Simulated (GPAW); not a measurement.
The system is V.

```
CELL_PARAMETERS angstrom
2.60429 0.00000 0.00000
-1.30215 2.25538 0.00000
0.00000 0.00000 4.72334
ATOMIC_POSITIONS crystal
V 0.33333 0.66667 0.25000
V 0.66667 0.33333 0.75000
```

This isn't the form of V at room conditions, which is bcc.

- Program: GPAW 26.7.0
- Task: single point
- Functional: PBEsol
- Potentials or basis: PAW data sets generated in the run's folder for this functional
- Cutoff: 600 eV
- Basis: pw
- k mesh: 12 × 12 × 6
- Occupations: fermi-dirac, width 0.05 eV
- Spin: collinear spin, ferromagnetic start
- Starting moments: [2.0, 2.0] μB

On this cell: pressure -5.9 GPa; largest force under 0.003 eV/Å; net moment 0.00 μB per cell; band gap on the k mesh none (metal or under the smearing width).

The same run follows on a disturbed copy (atoms moved at random, drawn with an rms of 0.05 Å):

```
V
1.0
     2.60429    0.00000    0.00000
    -1.30215    2.25538    0.00000
     0.00000    0.00000    4.72334
V
2
Direct
  0.33739 0.66806 0.24828
  0.66409 0.33528 0.74232
```

Problem. What does the disturbed cell give?

Solution. The energy (extrapolated to zero smearing) moves by +1.8 meV/atom; pressure -5.9 GPa; largest force 0.258 eV/Å; net moment 0.00 μB per cell; band gap on the k mesh none (metal or under the smearing width).

Forces in eV/Å, atoms in the order of the input:
```
V    0.015  0.000 -0.258
V   -0.015  0.000  0.258
```

Stress tensor (GPa, compression positive):
```
-5.55 -0.37 -0.04
-0.37 -5.61  0.00
-0.04  0.00 -6.45
```
